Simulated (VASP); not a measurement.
# Ca: nudged elastic band

Ca, defect, 15 atoms in the cell. PBE, nudged elastic band; PAW potentials Ca_sv (PBE set).

Path: a Ca atom hops into a neighbouring Ca vacancy; Moving images: 1.

## Input

INCAR.step1:
```
  PREC = Normal
  ENCUT = 300
  EDIFF = 1E-6
  ISMEAR = 1
  SIGMA = 0.1
  LREAL = F
  LASPH = T
  NELM = 100
  ALGO = Normal
  LWAVE = F
  LCHARG = F
  IBRION = 2
  NSW = 100
  ISIF = 2
  EDIFFG = -0.02
  POTIM = 0.5
  KPAR = 8
```

INCAR.step3, as INCAR.step1 but for:
```
- IBRION = 2
- ISIF = 2
- EDIFFG = -0.02
- POTIM = 0.5
+ IBRION = 1
+ POTIM = 0.3
+ EDIFFG = -0.05
+ SPRING = -5
+ IMAGES = 1
```

KPOINTS:
```
k-points
0
Gamma
  3 3 3
```

00/POSCAR:
```
Ca
1.0
   -3.9425519900      6.7909803600      6.5091117400
    3.9425519900     -6.7909803600      6.5091117400
    3.9425519900      6.7909803600     -6.5091117400
Ca
15
Direct
    0.0416303987      0.1250000000      0.4166303987
    0.0403599677      0.6250000000      0.9153599677
    0.5425927422      0.1250000000      0.9175927422
    0.4590220971      0.3745957025      0.5844263947
    0.9598306922      0.8754042975      0.5844263947
    0.9597274043      0.3764414997      0.0832859046
    0.4568444049      0.8735585003      0.0832859046
    0.7898814294      0.3749673913      0.4148488207
    0.2926026623      0.8751490632      0.4177517255
    0.2926026623      0.3748509368      0.9174535992
    0.7898814294      0.8750326087      0.9149140382
    0.2080636871      0.1229925919      0.0810443095
    0.7080517176      0.6229806224      0.0810443095
    0.7080517176      0.1270074081      0.5850710952
    0.2080636871      0.6270193776      0.5850710952
```

01/POSCAR:
```
Ca
1.0
   -3.9425519900      6.7909803600      6.5091117400
    3.9425519900     -6.7909803600      6.5091117400
    3.9425519900      6.7909803600     -6.5091117400
Ca
15
Direct
    0.0490891025      0.1166502736      0.4157393761
    0.0484538870      0.6166830597      0.9151369467
    0.5509309231      0.1165921579      0.9175230810
    0.4668761525      0.3674741947      0.5847488638
    0.9672746691      0.8678727114      0.5847488638
    0.9672230251      0.3663777397      0.0821650461
    0.4657873064      0.8649420209      0.0821650461
    0.6745752667      0.4917248710      0.4163001377
    0.3004499414      0.8667411983      0.4171911397
    0.2998145741      0.3665921351      0.9164067092
    0.7995703562      0.8666829710      0.9162533272
    0.2172289725      0.1163837879      0.0821651250
    0.7157813371      0.6149361525      0.0821651250
    0.7168705020      0.1174682720      0.5847489563
    0.2172806843      0.6178784542      0.5847489563
```

02/POSCAR:
```
Ca
1.0
   -3.9425519900      6.7909803600      6.5091117400
    3.9425519900     -6.7909803600      6.5091117400
    3.9425519900      6.7909803600     -6.5091117400
Ca
15
Direct
    0.0565478063      0.1083005472      0.4148483536
    0.0565478063      0.6083661194      0.9149139257
    0.5592691039      0.1081843159      0.9174534198
    0.4747302078      0.3603526870      0.5850713330
    0.9747186460      0.8603411252      0.5850713330
    0.9747186460      0.3563139797      0.0810441875
    0.4747302078      0.8563255415      0.0810441875
    0.5592691039      0.6084823508      0.4177514547
    0.3082972205      0.8583333333      0.4166305538
    0.3070264859      0.3583333333      0.9153598192
    0.8092592829      0.8583333333      0.9175926162
    0.2263942580      0.1097749840      0.0832859406
    0.7235109566      0.6068916826      0.0832859406
    0.7256892865      0.1079291358      0.5844268173
    0.2264976815      0.6087375308      0.5844268173
```

POSCAR.step1:
```
Ca
1.0
   -3.9425519900      6.7909803600      6.5091117400
    3.9425519900     -6.7909803600      6.5091117400
    3.9425519900      6.7909803600     -6.5091117400
Ca
15
Direct
    0.0427933000      0.1250000000      0.4177933000
    0.0427933000      0.6250000000      0.9177933000
    0.5427933000      0.1250000000      0.9177933000
    0.4572067000      0.3750000000      0.5822067000
    0.9572067000      0.8750000000      0.5822067000
    0.9572067000      0.3750000000      0.0822067000
    0.4572067000      0.8750000000      0.0822067000
    0.7927933000      0.3750000000      0.4177933000
    0.2927933000      0.8750000000      0.4177933000
    0.2927933000      0.3750000000      0.9177933000
    0.7927933000      0.8750000000      0.9177933000
    0.2072067000      0.1250000000      0.0822067000
    0.7072067000      0.6250000000      0.0822067000
    0.7072067000      0.1250000000      0.5822067000
    0.2072067000      0.6250000000      0.5822067000
```

POSCAR.step2:
```
Ca
1.0
   -3.9425519900      6.7909803600      6.5091117400
    3.9425519900     -6.7909803600      6.5091117400
    3.9425519900      6.7909803600     -6.5091117400
Ca
15
Direct
    0.0427933000      0.1250000000      0.4177933000
    0.0427933000      0.6250000000      0.9177933000
    0.5427933000      0.1250000000      0.9177933000
    0.4572067000      0.3750000000      0.5822067000
    0.9572067000      0.8750000000      0.5822067000
    0.9572067000      0.3750000000      0.0822067000
    0.4572067000      0.8750000000      0.0822067000
    0.5427933000      0.6250000000      0.4177933000
    0.2927933000      0.8750000000      0.4177933000
    0.2927933000      0.3750000000      0.9177933000
    0.7927933000      0.8750000000      0.9177933000
    0.2072067000      0.1250000000      0.0822067000
    0.7072067000      0.6250000000      0.0822067000
    0.7072067000      0.1250000000      0.5822067000
    0.2072067000      0.6250000000      0.5822067000
```

Commands (each step's output is kept before the next begins):
```
cat potpaw_PBE.64/Ca_sv/POTCAR > POTCAR
cp INCAR.step1 INCAR
cp POSCAR.step1 POSCAR
mpirun -np 8 vasp_std > vasp.out
cp POSCAR.step2 POSCAR
mpirun -np 8 vasp_std > vasp.out
# 00 and 02 hold the relaxed ends; the images between are interpolated (pair-distance (IDPP))
cp INCAR.step3 INCAR
mpirun -np 8 vasp_std > vasp.out
```

## Result

- Barrier (eV): 0.298
- Barrier of the reverse step (eV): 0.298
- Energy of the second end over the first (eV): 0.000
- Top of the path (share of its length): 0.54
- Length of the path (Å): 4.35
- Steps of the band: 28
- Ionic steps, all stages: 40
- Electronic steps, all stages: 281

Energy along the relaxed band:

| Image | Distance along the path (Å) | Energy above the first end (eV) | Slope along the path (eV/Å) | Largest force across the path (eV/Å) |
|---|---|---|---|---|
| 0 | 0.000 | 0.000 | relaxed end |  |
| 1 | 2.177 | 0.293 | 0.069 | 0.050 |
| 2 | 4.353 | -0.000 | relaxed end |  |

The cell is Ca (16 atoms) with one Ca atom missing.

The two ends have the same energy within 0.01 eV.

Limits: the cell holds 15 atoms, so the vacancy or interstitial meets its own images and the barrier isn't that of a lone defect; a single image in the middle can't show two humps with a dip between them, and says nothing of the springs.

VASP 6.6.1 took 1167 s on 8 cores (Intel Xeon Platinum 8375C @ 2.90GHz (Ice Lake)), a shared host.
